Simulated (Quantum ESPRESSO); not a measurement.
# SnTe: zone-centre phonons under several settings

```
Te Sn
1.0
     0.00000    3.15085    3.15085
     3.15085    0.00000    3.15085
     3.15085    3.15085    0.00000
Te Sn
1 1
Direct
  0.50000 0.50000 0.50000
  0.00000 0.00000 0.00000
```

All runs used Quantum ESPRESSO 7.5; potentials PseudoDojo 0.4.1 SR LDA standard; k mesh 7 × 7 × 7; no spin polarisation; cutoff 1088 eV; occupations smeared at first, fixed for the response.

```tsv
level	geometry	volume (Å³/atom)	pressure (GPa)	lowest optical mode without the field (cm⁻¹)	highest mode with the field (cm⁻¹)
LDA	given cell, atoms relaxed	31.28	-1.6	26i	109
LDA	relaxed cell	?	0.0	?	?
```

Problem. What stands in the row left open?

Solution. Volume 30.26 Å³/atom; lowest optical mode without the field 29 cm⁻¹; highest mode with the field 117 cm⁻¹.

Values marked i are imaginary: the cell is unstable against those modes at that level, or the meshes are too thin.

Caveats: this smearing can shift energies of a crystal with a gap; some modes are imaginary (some runs).

For the row left open. Caveat: this smearing can shift energies of a crystal with a gap.
